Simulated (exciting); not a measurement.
Wanted: the native input for an exciting (release sodium) run.

* Task: single point
* Functional: PBEsol
* Potentials or basis: all-electron LAPW+lo, shipped species files, valence relativity iora*
* rgkmax: 9
* k mesh: 13 × 13 × 13
* Occupations: fermi-dirac, width 0.05 eV
* Spin: no spin polarisation
* gmaxvr (cutoff of density and potential): 14 1/bohr
* lmaxapw (and lmaxmat): 10
* lmaxvr: 8
* nempty: 12
* Valence relativity: iora*
* epsengy: 1e-05 Ha
* epspot: 1e-05 Ha
* maxscl: 60
* Muffin-tin radii: Cu 2.0 bohr

Cu:

```xyz
1
Lattice="0.0000 1.8075 1.8075 1.8075 0.0000 1.8075 1.8075 1.8075 0.0000" Properties=species:S:1:pos:R:3 pbc="T T T"
Cu    0.0000    0.0000    0.0000
```

The input as run:

input.xml

```xml
<input>
  <title>Cu</title>
  <structure speciespath="./" tshift="false">
    <crystal scale="1">
      <basevect>0.000000000000 3.415679970261 3.415679970261</basevect>
      <basevect>3.415679970261 0.000000000000 3.415679970261</basevect>
      <basevect>3.415679970261 3.415679970261 0.000000000000</basevect>
    </crystal>
    <species speciesfile="Cu.xml" rmt="2">
      <atom coord="0.000000000000 0.000000000000 0.000000000000"/>
    </species>
  </structure>
  <groundstate do="fromscratch" ngridk="13 13 13" rgkmax="9" gmaxvr="14" lmaxapw="10" lmaxmat="10" lmaxvr="8" xctype="GGA_PBE_SOL" stype="Fermi Dirac" swidth="0.00183747" nempty="12" ValenceRelativity="iora*" epsengy="1e-05" epspot="1e-05" maxscl="60" tforce="true" outputlevel="normal"/>
</input>
```

Potentials or basis: all-electron LAPW+lo, shipped species files, valence relativity iora*.

The run is started by

```sh
$ OMP_NUM_THREADS=1 exciting_smp
```

It gave:

* Band gap on the k mesh: none (metal or under the smearing width)
* All electrons inside the program's atomic spheres: Cu 27.35 (radii Cu 2.0 bohr)

Caveat: the log's total energy holds no entropy term; the free energy is that total less TS from the occupations.

Run time: 48 s on 1 thread of Intel(R) Xeon(R) Platinum 8175M CPU @ 2.50GHz (Skylake/Cascade Lake) (shared host), peak memory 0.1 GiB.
